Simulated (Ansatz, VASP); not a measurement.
## One calculation of RbBr, two programs

```
Rb Br
1.0
     4.05952    0.00000    0.00000
     0.00000    4.05952    0.00000
     0.00000    0.00000    4.26249
Rb Br
1 1
Cartesian
  0.0000 0.0000 0.0000
  2.0298 2.0298 2.1312
```

Alike in both runs: task single point; functional PBE; k mesh 6 × 6 × 6; occupations gaussian, width 0.05 eV; no spin polarisation.

|  | VASP | Ansatz |
| --- | --- | --- |
| version | VASP 6.6.1 | Ansatz 0.2.0 |
| potentials or method | VASP PAW PBE potentials, release 64 (Rb_sv, Br) | scalar-relativistic, plane waves, PAW |
| plane-wave cutoff (eV) | 520 | 420 |
| valence electrons in the cell | 16 | 16 |

```tsv
	VASP	Ansatz	Ansatz less VASP
gap on the k mesh at the Fermi level (eV)	3.98	3.98	+0.002
least direct gap on the mesh (eV)	4.12	4.12	+0.001
pressure (GPa)	0.8	0.8	-0.02
largest component of the traceless stress (GPa)	0.97	0.96	-0.001
```

With one functional, cell and mesh, what is left measures potentials, basis and numerics.

A k mesh can miss the band edges.
